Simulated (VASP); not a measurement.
InP:

```
CELL_PARAMETERS angstrom
0.00000 2.93488 2.95379
2.93488 0.00000 2.95379
2.93488 2.93488 0.00000
ATOMIC_POSITIONS crystal
In 0.00000 0.00000 0.00000
P 0.25000 0.25000 0.25000
```

The cell was built by a generator and needn't be a form met in nature.

The cell isn't the ideal one: biaxial_xy strain -0.6%.

Base run:

| Property | Result |
| --- | --- |
| Program | VASP 6.6.1 |
| Functional | r2SCAN |
| Potentials or basis | VASP PAW PBE potentials, release 64 (In_d, P) |
| Cutoff | 520 eV |
| k mesh | 8 × 8 × 8 |
| Occupations | gaussian, width 0.01 eV |
| Spin | no spin polarisation |

Its results: band gap on the k mesh 1.09 eV, direct; pressure 0.8 GPa.

Problem. The run is repeated on the same cell with these changes: functional from r2SCAN to PBE; occupations from gaussian, width 0.01 eV to fermi-dirac, width 0.02 eV. What comes out?

Solution. Band gap on the k mesh 0.64 eV, direct; pressure 2.5 GPa.

Caveats: spin-orbit coupling is left out, which moves the levels of the heavy elements; the PAW data sets were made with another functional, which shifts forces and pressure a little (some runs).

